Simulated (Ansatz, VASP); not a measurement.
# One calculation of Al3Cu2, two programs

The input INCAR:

```
ALGO = Normal
EDIFF = 1E-7
ENCUT = 520
GGA = PS
ISIF = 2
ISMEAR = -1
KPAR = 2
LASPH = True
LCHARG = False
LREAL = False
LWAVE = False
NBANDS = 24
NELM = 60
PREC = Accurate
SIGMA = 0.05
```

The input KPOINTS:

```
k-points
0
Gamma
  8 8 6
```

Contents of POSCAR:

```
Al3Cu2
1.0
    4.1457992808      0.0000000000      0.0000000000
   -2.0728996404      3.5903674961      0.0000000000
    0.0000000000      0.0000000000      5.0584806911
Cu Al
2 3
Direct
    0.6666666667      0.3333333333      0.1604878700
    0.3333333333      0.6666666667      0.8395121300
    0.6666666667      0.3333333333      0.6500746500
    0.3333333333      0.6666666667      0.3499253500
    0.0000000000      0.0000000000      0.0000000000
```

Contents of input.yaml:

```yaml
crystal:
  lattice:
    - [4.1457992808, 0.0, 0.0]
    - [-2.0728996404, 3.5903674961, 0.0]
    - [0.0, 0.0, 5.0584806911]
  atoms:
    - { symbol: Cu, position: [0.6666666667, 0.3333333333, 0.16048787] }
    - { symbol: Cu, position: [0.3333333333, 0.6666666667, 0.83951213] }
    - { symbol: Al, position: [0.6666666667, 0.3333333333, 0.65007465] }
    - { symbol: Al, position: [0.3333333333, 0.6666666667, 0.34992535] }
    - { symbol: Al, position: [0.0, 0.0, 0.0] }
hamiltonian:
  xc: pbesol
  pseudopotentials: { kind: paw }
kpoints:
  mp_grid: { grid: [8, 8, 6] }
scf:
  occupations: { method: fermi_dirac, width: 0.05 }
output:
  forces: true
  stress: true
  eigenvalues: true
```

Change from the starting cell: volume scaled by 1.04.

Alike in both runs: task single point; functional PBEsol; k mesh 8 × 8 × 6; occupations fermi-dirac, width 0.05 eV; no spin polarisation.

|  | VASP | Ansatz |
| --- | --- | --- |
| version | VASP 6.6.1 | Ansatz 0.2.0 |
| potentials or method | VASP PAW PBE potentials, release 64 (Cu, Al) | Ansatz PAW |
| plane-wave cutoff (eV) | 520 | 420 |
| valence electrons in the cell | 31 | 47 |

Ansatz gave:

* gap on the k mesh at the Fermi level (eV): none
* pressure (GPa): -3.9
* largest component of the traceless stress (GPa): 0.35
* rms of the force components (eV/Å): 0.018

**Question.** Estimate VASP's values.

**Answer.** gap on the k mesh at the Fermi level (eV): none; pressure (GPa): -3.6; largest component of the traceless stress (GPa): 0.36; rms of the force components (eV/Å): 0.019.

Atom by atom the forces differ by 0.002 eV/Å (rms over components). A gap of «none» marks a metal or a gap that the smearing closes. The two sets of potentials don't hold the same shells in valence.

Caveats: the PAW data sets were made with another functional, which shifts forces and pressure a little (VASP); the PAW data sets come from PBE, with cores solved anew for the run's functional, which leaves a small shift of forces and pressure (Ansatz).
